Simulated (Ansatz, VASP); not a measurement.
## Two plane-wave programs on Ru

File INCAR:

```
SYSTEM = Ru
PREC = Accurate ; ENCUT = 600
EDIFF = 1E-6 ; ISMEAR = -1
SIGMA = 0.05 ; LREAL = .FALSE.
LASPH = .TRUE. ; NELM = 150
ALGO = Normal ; ISIF = 3
LWAVE = .FALSE. ; LCHARG = .FALSE.
ISPIN = 2 ; MAGMOM = 1
LORBIT = 11 ; LMAXMIX = 4
GGA = PE ; IBRION = 2
NSW = 80 ; EDIFFG = -0.01
```

The input KPOINTS:

```
Automatic mesh
0
G
  13 13 13
  0 0 0
```

Contents of POSCAR:

```
Ru
1.0
    2.4462764308      0.0000000000      0.0000000000
    0.0000000000      2.4462764308      0.0000000000
    0.0000000000      0.0000000000      2.4462764308
Ru
1
Direct
    0.0000000000      0.0000000000      0.0000000000
```

Input for Ansatz:

```yaml
crystal:
  lattice:
    - [2.4462764308, 0.0, 0.0]
    - [0.0, 2.4462764308, 0.0]
    - [0.0, 0.0, 2.4462764308]
  atoms:
    - { symbol: Ru, position: [0.0, 0.0, 0.0], spin: 1.0 }
hamiltonian:
  xc: pbe
  pseudopotentials:
    kind: paw
    azcp:
      Ru: "pseudopotentials/Ru.paw.azcp"
basis:
  ecutwfc: 420
  fft_grid_basis: typed
kpoints:
  mp_grid: { grid: [13, 13, 13], shift: [0, 0, 0] }
magnetization:
  spin_polarized: true
scf:
  occupations: { method: fermi_dirac, width: 0.05 }
relax:
  max_steps: 60
  f_tol: 0.01
  cell: {}
output:
  write_density: true
  write_potential: true
  elf: true
  volumetric_format: npy
```

The cell was built by a generator and needn't be a form met in nature.

Alike in both runs: task relaxation of cell and atoms; functional PBE; k mesh 13 × 13 × 13; occupations fermi-dirac, width 0.05 eV; collinear spin.

```csv
,VASP,Ansatz
version,VASP 6.6.1,Ansatz 0.2.0
potentials or method,"VASP PAW PBE potentials, release 64 (Ru_pv)","plane waves (420 eV) with PAW, scalar-relativistic"
plane-wave cutoff (eV),600,420
valence electrons in the cell,14,16
```

VASP gave:

* net moment per atom (μB): 0.00
* relaxed volume (Å³/atom): 15.83
* relaxed cell length with the largest relative difference (Å): 2.511
* energy change over the relaxation (meV/atom): -73

Task: Which values does Ansatz return?

Result: net moment per atom (μB): 0.00; relaxed volume (Å³/atom): 15.83; relaxed cell length with the largest relative difference (Å): 2.511; energy change over the relaxation (meV/atom): -72.

The two sets of potentials don't hold the same shells in valence. Ansatz warned: «seeded_moment_not_kept».
